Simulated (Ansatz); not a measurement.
Consider Ti3SiC2 (space group P6_3/mmc, No. 194; a = 3.0728 Å, c = 17.7228 Å). Axes: x lies along a and z along c of the hexagonal cell.

The values are results of Ansatz (a first-principles code) PBE, scalar-relativistic without spin-orbit coupling, not measurements.

Base values:

- Pressure = 0.0 GPa
- Shortest interatomic distance = 2.092 Å
- Band gap = zero

The change: biaxial strain +1.37 %, plane normal [001], relaxed out of plane (Cartesian); in-plane vectors clamped, the third vector and the atoms free.

Task: Estimate the effect on the pressure, shortest interatomic distance and band gap.

Result: The pressure (mean of the normal stresses, compression positive) goes from zero to -3.4 GPa; the shortest interatomic distance rises by 0.013 Å, from 2.092 Å to 2.105 Å; the band gap remains zero.

Whether these cells are dynamically stable was not tested. All final runs are without spin polarisation.
